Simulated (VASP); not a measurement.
# Ta (Im-3m) in VASP: further runs

Runs on Ta. Level: PBE. Tasks: relaxation of cell and atoms.

Program: VASP 6.6.1. These are calculated values, not measurements. Logs are shortened: lines on timing, memory, paths and dates and some standing lists are left out, and cuts for length are marked.

## (1) The crystal as given

Symmetry: Im-3m, No. 229, cubic system. The conventional cell has a = 3.303 Å, b = 3.303 Å, c = 3.303 Å, α = 90.00°, β = 90.00°, γ = 90.00°. Ta (site symmetry m-3m) is surrounded by 8 Ta at 2.86 Å.

## (2) Relaxation of cell and atoms, PBE

Input file INCAR:

```
SYSTEM = Ta
PREC = Accurate
ENCUT = 520
EDIFF = 1E-6
ISMEAR = 0
SIGMA = 0.1
LREAL = .False.
LASPH = .True.
NELM = 120
ALGO = Normal
ISIF = 3
LWAVE = .False.
LCHARG = .False.
GGA = PE
IBRION = 2
NSW = 90
EDIFFG = -0.01
```

Input file KPOINTS:

```
Automatic mesh
0
Gamma
  18 18 18
  0 0 0
```

Input file POSCAR:

```
Ta
1.0
   -1.6512800000      1.6512800000      1.6512800000
    1.6512800000     -1.6512800000      1.6512800000
    1.6512800000      1.6512800000     -1.6512800000
Ta
1
Direct
    0.0000000000      0.0000000000      0.0000000000
```

Potentials or basis: VASP PAW PBE potentials, release 64 (Ta_pv).

The run is started by

```console
$ cat potpaw_PBE.64/Ta_pv/POTCAR > POTCAR
$ mpirun -np 1 vasp_std > vasp.out
```

OUTCAR:

```text
SYSTEM = Ta
   PREC = Accurate
   ENCUT = 520
   EDIFF = 1E-6
   ISMEAR = 0
   LREAL = .False.
   LASPH = .True.
   NELM = 120
   ISIF = 3
   GGA = PE
   IBRION = 2
   NSW = 90
   EDIFFG = -0.01

 ion  position               nearest neighbor table
   1  0.000  0.000  0.000-

  LATTYP: Found a body centered cubic cell.
 ALAT       =     3.3025600000

  Lattice vectors:

 A1 = (  -1.6512800000,   1.6512800000,   1.6512800000)
 A2 = (   1.6512800000,  -1.6512800000,   1.6512800000)
 A3 = (   1.6512800000,   1.6512800000,  -1.6512800000)

Analysis of symmetry for initial positions (statically):
=====================================================================
 Subroutine PRICEL returns:
 Original cell was already a primitive cell.

 Routine SETGRP: Setting up the symmetry group for a
 body centered cubic supercell.

 Subroutine GETGRP returns: Found 48 space group operations
 (whereof 48 operations were pure point group operations)
 out of a pool of 48 trial point group operations.

The static configuration has the point symmetry O_h .

Analysis of symmetry for dynamics (positions and initial velocities):
=====================================================================
 Subroutine PRICEL returns:
 Original cell was already a primitive cell.

 Routine SETGRP: Setting up the symmetry group for a
 body centered cubic supercell.

 Subroutine GETGRP returns: Found 48 space group operations
 (whereof 48 operations were pure point group operations)
 out of a pool of 48 trial point group operations.

The dynamic configuration has the point symmetry O_h .

 Subroutine INISYM returns: Found 48 space group operations
 (whereof 48 operations are pure point group operations),
 and found     1 'primitive' translations

----------------------------------------------------------------------------------------

                                     Primitive cell

  volume of cell :      18.0104

  direct lattice vectors                    reciprocal lattice vectors
    -1.651280000  1.651280000  1.651280000     0.000000000  0.302795407  0.302795407
     1.651280000 -1.651280000  1.651280000     0.302795407  0.000000000  0.302795407
[... 91 lines left out ...]
   POTIM  = 0.5000    time-step for ionic-motion
   TEBEG  =    0.0;   TEEND  =   0.0 temperature during run
   PSTRESS=    0.0 pullay stress
   NELECT =      11.0000    total number of electrons
   NUPDOWN=      -1.0000    fix difference up-down
   EMIN   =  10.00;   EMAX   =-10.00  energy-range for DOS
   EFERMI =   0.00;   METHOD = LEGACY
   ISMEAR =     0;   SIGMA  =   0.10  broadening in eV -4-tet -1-fermi 0-gaus
   EFERMI_NEDOS =   21; number of points for ismear=-14 and -15
   IALGO  =     38    algorithm
   IMIX   =      4    mixing-type and parameters
     AMIX     =   0.40;   BMIX     =  1.00
     AMIX_MAG =   1.60;   BMIX_MAG =  1.00
  volume/ion in A,a.u.               =      18.01       121.54
  Fermi-wavevector in a.u.,A,eV,Ry     =   1.388988  2.624806 26.249534  1.929286
  Thomas-Fermi vector in A             =   2.513061
   LORBIT       =      0    0 simple, 1 ext, 2 COOP (PROOUT), +10 PAW based schemes
   GGA     = PE    functional components
   LHFCALC =     F    Hartree Fock is set to
   AEXX    =    0.0000 exact exchange contribution
   IVDW    =     0    specifies the selected vdW correction
   LEPSILON=     F    determine dielectric tensor
   LRPA    =     F    only Hartree local field effects (RPA)
 conjugate gradient relaxation of ions
 non-spin polarized calculation
 Gauss-broadening in eV      SIGMA  =   0.10
  energy-cutoff  :      520.00
  volume of cell :       18.01
 maximum number of plane-waves:       498
 NGX is ok and might be reduce to    24
   NGX = 11   NGY = 11   NGZ = 11

--------------------------------------- Ionic step        1  -------------------------------------------

 number of electron      11.0000002 magnetization

 Free energy of the ion-electron system (eV)
  ---------------------------------------------------
  ext. energy  EPLUGINS =         0.00000000
  ---------------------------------------------------
  free energy    TOTEN  =       -11.81363491 eV

  energy without entropy =      -11.80757936  energy(sigma->0) =      -11.81060713

------------------------ aborting loop because EDIFF is reached ----------------------------------------

  FORCE on cell =-STRESS in cart. coord.  units (eV):
  Direction    XX          YY          ZZ          XY          YZ          ZX
  --------------------------------------------------------------------------------------
  -------------------------------------------------------------------------------------
  Total        0.3435724      0.3435724      0.3435724      0.0000000      0.0000000     -0.0000000
  in kB       30.5637574     30.5637574     30.5637574      0.0000000      0.0000000     -0.0000000
  external PRESSURE =      30.5637574 kB  Pullay stress =       0.0000000 kB
[... 57 lines left out ...]
--------------------------------------- Ionic step        3  -------------------------------------------

 number of electron      11.0000001 magnetization

 Free energy of the ion-electron system (eV)
  ---------------------------------------------------
  ext. energy  EPLUGINS =         0.00000000
  ---------------------------------------------------
  free energy    TOTEN  =       -11.81622444 eV

  energy without entropy =      -11.81013624  energy(sigma->0) =      -11.81318034

 E-fermi :   5.3729     XC(G=0): -12.5399

 val. band max:        5.3527078710   @ k =   0.1111   0.1111   0.0000
 cond. band min:       5.3743527134   @ k =   0.3333   0.1667   0.0556
 fundamental gap:      0.0216448424
 Fermi energy:         5.3729312832

 k-point     1 :       0.0000    0.0000    0.0000
  band No.  band energies     occupation
      1     -27.7684      2.00000
      2     -27.7684      2.00000
      3     -27.7684      2.00000
      4      -2.4944      2.00000
      5       6.0980      0.00000
      6       6.0980      0.00000
      7       6.0980      0.00000
      8       9.3170      0.00000
      9       9.3170      0.00000
[... 265 lines left out ...]
 k-point    24 :       0.3889    0.1111    0.0000
  band No.  band energies     occupation
      1     -28.8150      2.00000
      2     -28.1601      2.00000
      3     -27.8239      2.00000
      4       1.4367      2.00000
      5       3.9819      2.00000
      6       5.9779      0.00000
      7       9.0627      0.00000
      8      10.3288      0.00000
      9      13.1129      0.00000

 [... further k-points ...]
[... 5 lines left out ...]
  --------------------------------------------------------------------------------------
  -------------------------------------------------------------------------------------
  Total       -0.0023836     -0.0023836     -0.0023836      0.0000000     -0.0000000      0.0000000
  in kB       -0.2088059     -0.2088059     -0.2088059      0.0000000     -0.0000000      0.0000000
  external PRESSURE =      -0.2088059 kB  Pullay stress =       0.0000000 kB
[... 16 lines left out ...]
  FREE ENERGIE OF THE ION-ELECTRON SYSTEM (eV)
  ---------------------------------------------------
  free  energy   TOTEN  =       -11.8162244433 eV

  energy  without entropy=      -11.8101362422  energy(sigma->0) =      -11.81318034

 reached required accuracy - stopping structural energy minimisation
```

Run time: 60 s. Hardware: 1 thread of AMD EPYC 7R13 (Zen 3), shared host; peak memory 0.14 GiB.

Results:

* Free energy: -11.8162 eV
* Relaxed volume: 18.29 Å³/atom
* Relaxed cell: a = 2.875 Å, b = 2.875 Å, c = 2.875 Å, α = 109.47°, β = 109.47°, γ = 109.47°
* Space group after relaxing (to 0.05 Å): Im-3m (No. 229)
* Energy gained by relaxing: 2.6 meV/atom
* Ionic steps: 3
* Pressure after relaxing: 0.0 GPa
* Band gap on the k mesh: none (metal or under the smearing width)

Step by step:
```tsv
step	energy change (eV)	largest force (eV/Å)	pressure (GPa)	volume (Å³)
1	0.0000	0.0000	3.06	18.01
2	0.0101	0.0000	-6.26	18.92
3	-0.0026	0.0000	-0.02	18.29
```

Final structure:
```
CELL_PARAMETERS angstrom
-1.65976 1.65976 1.65976
1.65976 -1.65976 1.65976
1.65976 1.65976 -1.65976
ATOMIC_POSITIONS crystal
Ta 0.00000 0.00000 0.00000
```

## (3) Relaxation of cell and atoms, PBE

This run uses another cell than the first one, of 18.29 Å³/atom, 1.015 times its volume.

INCAR: that of step 2 with these lines changed.

```diff
@@ -3,3 +3,3 @@
 ENCUT = 520
-EDIFF = 1E-6
+EDIFF = 1E-7
 ISMEAR = 0
@@ -15,3 +15,4 @@
 IBRION = 2
-NSW = 90
-EDIFFG = -0.01
+NSW = 60
+EDIFFG = -0.005
+POTIM = 0.3
```

KPOINTS is that of step 2.

Input file POSCAR:

```
Ta                                      
1.0
   -1.6597577030      1.6597577030      1.6597577030
    1.6597577030     -1.6597577030      1.6597577030
    1.6597577030      1.6597577030     -1.6597577030
  Ta            
     1
Direct
     0.0000000000000000    0.0000000000000000    0.0000000000000000
```

Potentials or basis: VASP PAW PBE potentials, release 64 (Ta_pv).

The run is started by

```console
$ cat potpaw_PBE.64/Ta_pv/POTCAR > POTCAR
$ mpirun -np 1 vasp_std > vasp.out
```

Run time: 32 s. Hardware: 1 thread of AMD EPYC 7R13 (Zen 3), shared host; peak memory 0.14 GiB.

The run converged. Its results:

| Quantity | Value |
| --- | --- |
| Free energy | -11.8163 eV |
| Pressure after relaxing | 0.0 GPa |
| Band gap on the k mesh | none (metal or under the smearing width) |

Final structure:
```
Ta
1.0
    -1.65976    1.65976    1.65976
     1.65976   -1.65976    1.65976
     1.65976    1.65976   -1.65976
Ta
1
Cartesian
  0.0000 0.0000 0.0000
```

Levels at points of the mesh, in eV from the Fermi level:
```tsv
k point	band 1	band 2	band 3	band 4	band 5	band 6	band 7	band 8	band 9
(0.00, 0.00, 0.00)	-33.14	-33.14	-33.14	-7.87	0.72	0.72	0.72	3.94	3.94
(0.50, 0.00, 0.00)	-34.26	-33.50	-33.15	-4.32	-1.51	1.51	3.82	4.82	7.64
(0.50, 0.50, 0.50)	-33.92	-33.92	-33.92	-3.72	-3.72	6.70	6.70	6.70	8.51
```

Caveat: the relaxation stopped at its first step, so nothing moved. Spin-orbit coupling is left out, which matters for the levels of Ta.
